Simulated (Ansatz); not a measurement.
The system is CoO.

```
Co O
1.0
     3.19765    0.00000    0.00000
    -1.59882    2.76924    0.00000
     0.00000    0.00000    5.22871
Co O
2 2
Direct
  0.33333 0.66667 0.50336
  0.00000 0.00000 0.00347
  0.33333 0.66667 0.87156
  0.00000 0.00000 0.37161
```

Measurements of this composition are mostly on another form, of space group No. 225.

Program: Ansatz 0.2.0. Alike in all runs: potentials or basis Ansatz PAW; cell as given; k mesh 10 × 10 × 5.

Q: Order these runs on this cell by their band gap on the k mesh, lowest first.
A. level LDA; spin collinear, ferromagnetic start; cutoff (eV) 420; smearing fermi-dirac 0.05 eV; points for each segment of the path 14
B. level r2SCAN; spin collinear, ferromagnetic start; cutoff (eV) 500; smearing fermi-dirac 0.05 eV; points for each segment of the path 14
C. level LDA+U; spin collinear, antiferromagnetic start; U Co d U = 5.3 eV; cutoff (eV) 420; smearing gaussian 0.1 eV; hubbard projectors ortho-atomic (the default); double counting fll (the default)

A: A (metal), B (0.72 eV), C (1.32 eV).

Caveats: the magnetic or orbital state may not be the lowest (some runs); semilocal functionals often make such compounds metallic where correlation or magnetic order opens a gap, which also shifts bond lengths (some runs); odd divisions of the mesh miss points on the zone boundary, where band edges often lie, so the gap on the mesh can be too wide (some runs).

A k mesh can miss the band edges.

Not every run made on this cell is shown here.
